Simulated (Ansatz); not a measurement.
# Ge (sc type): a single-point run

Wanted: a converged single-point run for Ge (sc type), and a check of what comes out.

Computed with Ansatz 0.2.0 (DFT, PBEsol, PAW with Ansatz's default frozen-core files, scalar-relativistic (as first typed), unless a step's input says otherwise).

2 further runs of the same task are left out: 1 that didn't finish, 1 set aside as unsound or not needed.

### 1 The structure to begin with

It takes space group Pm-3m (No. 221, cubic). Conventional cell: a = 2.712 Å, b = 2.712 Å, c = 2.712 Å, α = 90.00°, β = 90.00°, γ = 90.00°. Ge (site symmetry m-3m) is surrounded by 6 Ge at 2.71 Å.

Coordinates:

```
Ge
1.0
     2.71207    0.00000    0.00000
     0.00000    2.71207    0.00000
     0.00000    0.00000    2.71207
Ge
1
Direct
  0.00000 0.00000 0.00000
```

### 2 Running it

File input.yaml:

```yaml
crystal:
  lattice:
    - [2.712074032, 0.0, 0.0]
    - [0.0, 2.712074032, 0.0]
    - [0.0, 0.0, 2.712074032]
  atoms:
    - { symbol: Ge, position: [0.0, 0.0, 0.0] }
kpoints:
  mp_grid: { grid: [13, 13, 13] }
  band_path:
    path:
      - [0.0, 0.0, 0.0]
      - [0.0, 0.5, 0.0]
      - [0.5, 0.5, 0.0]
      - [0.0, 0.0, 0.0]
      - [0.5, 0.5, 0.5]
      - [0.0, 0.5, 0.0]
      - [0.5, 0.5, 0.5]
      - [0.5, 0.5, 0.0]
    npoints: 5
scf:
  occupations: { method: fermi_dirac, width: 0.05 }
  convergence: { dr2_threshold: 1.0e-14 }
  max_iter: 80
hamiltonian:
  xc: pbesol
  pseudopotentials: { kind: paw }
output:
  forces: true
  stress: true
  eigenvalues: true
  efg: { contact_densities: true }
```

Command:

```
$ ansatz run input.yaml --threads 1 --pin off --max-ram 2048MiB --backend cpu --events-out ev --progress --plain --runs-dir out
```

What happens when this is run?

The run converged and reported no error. Convergence says nothing about whether the input makes sense.

In the input, scf.convergence.dr2_threshold is 1.0e-14. What could go wrong: threshold needlessly tight. Once met, so tight a threshold does no harm; it costs cycles.

Run again and compare: delete scf.convergence.dr2_threshold (the default then holds).
